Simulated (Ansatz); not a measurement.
# SiO2: the cost of one run

Method: DFT PBEsol, scalar-relativistic, plane waves, PAW, in Ansatz 0.2.0.

6 further runs of the same task are left out: 2 that didn't finish, 4 set aside as unsound or not needed. Runs told in other sessions of the task aren't counted.

### 1 Starting point

The cell holds 24 atoms (NbO16Si7): a = 7.045 Å, b = 7.045 Å, c = 7.335 Å, α = 90.00°, β = 90.00°, γ = 90.00°.

The coordinates of this cell stand in the input of its own run.

The host was relaxed before at PBEsol: a = 4.982 Å, b = 4.982 Å, c = 7.335 Å, α = 90.00°, β = 90.00°, γ = 90.00° (conventional cell), 15.171 Å³/atom.

Places, in fractions of the supercell: Nb in place of Si at (0.500, 0.000, 0.500). The start keeps the symmetry of the ideal site.

### 2 Band edges of the host over the zone

Input file input.yaml:

```yaml
crystal:
  lattice:
    - [-2.490875404, 2.490875404, 3.6677129423]
    - [2.490875404, -2.490875404, 3.6677129423]
    - [2.490875404, 2.490875404, -3.6677129423]
  atoms:
    - { symbol: Si, position: [0.0, 0.0, 0.0] }
    - { symbol: Si, position: [0.75, 0.25, 0.5] }
    - { symbol: O, position: [0.375, 0.2214284677, 0.3464284677] }
    - { symbol: O, position: [0.9714284677, 0.625, 0.8464284677] }
    - { symbol: O, position: [0.7785715323, 0.125, 0.1535715323] }
    - { symbol: O, position: [0.875, 0.0285715323, 0.6535715323] }
basis:
  ecutwfc: 420
  xc_grid: 2
kpoints:
  mp_grid: { grid: [6, 6, 6] }
  band_path: { path: [VBM, CBM], npoints: 2 }
hamiltonian:
  xc: pbesol
scf:
  occupations: { method: gaussian, width: 0.02 }
output:
  forces: true
  stress: true
  eigenvalues: true
```

Started as:

```console
ansatz run input.yaml --threads 8 --pin off --max-ram 16384MiB --backend cpu --events-out ev --progress --plain --runs-dir out
```

What time and memory should one allow on 8 threads of Arm Neoverse V2, shared host?

About 2 s, with a peak of 0.41 GiB.
